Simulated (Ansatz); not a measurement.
# ¹⁷O NMR of the central transition in BaTiO₃ at a changed volume

Cell: a diffraction structure from the COD, relaxed with PBE at fixed cell and then changed (volume scaled by 0.96, ions relaxed).

```
Ba Ti O
1.0
     3.95186    0.00000    0.00000
     0.00000    3.95186    0.00000
     0.00000    0.00000    3.95186
Ba Ti O
1 1 3
Direct
  0.50000 0.50000 0.50000
  0.00000 0.00000 0.00000
  0.50000 0.00000 0.00000
  0.00000 0.50000 0.00000
  0.00000 0.00000 0.50000
```

Atom numbers follow the list; atoms alike are taken as one site, whose name carries the number of the first.

Method: Kohn–Sham DFT in Ansatz, PBE, plane waves and PAW, scalar-relativistic, 420 eV cutoff, Γ-centred 8×8×8 k-points, Fermi–Dirac smearing 0.02 eV.

¹⁷O has I = 5/2 and Q = -25.58 mb (Pyykkö 2018); at 11.7 T its Larmor frequency is ν₀ = 67.6 MHz. Only the quadrupole interaction is simulated: positions count from each site's isotropic chemical shift, and J coupling is left out, as are shift anisotropy and dipolar coupling, which fast spinning averages.

Q: Give C_Q, η, the quadrupolar product P_Q = |C_Q|(1 + η²/3)^½, the second-order isotropic shift and the breadth of the pattern (fast magic-angle spinning) for each O site.

A: 

| site | first shell | C_Q (MHz) | η | P_Q (MHz) | δ_QIS (ppm) | breadth (kHz) |
| --- | --- | --- | --- | --- | --- | --- |
| O | 2 Ti at 1.98 Å, angle 180°; also 4 Ba at 2.79 Å | -1.38 | 0.00 | 1.38 | -2.51 | 0.363 |

δ_QIS = −(ν_Q²/30ν₀²)[I(I+1) − 3/4](1 + η²/3) × 10⁶ ppm with ν_Q = 3|C_Q|/[2I(2I−1)]; it falls as 1/B₀² in ppm, and the breadth as 1/B₀ in kHz.

An axis of threefold or higher order runs through O, so V_zz lies along it and η is zero.

This high-symmetry form of BaTiO3 is unstable when cold, to polar off-centring of Ti. The symmetry of the cell holds that distortion back, wholly or in part, and it would change the field gradients, the more the larger the distortion. At this changed cell the PBE pressure is 9 GPa.
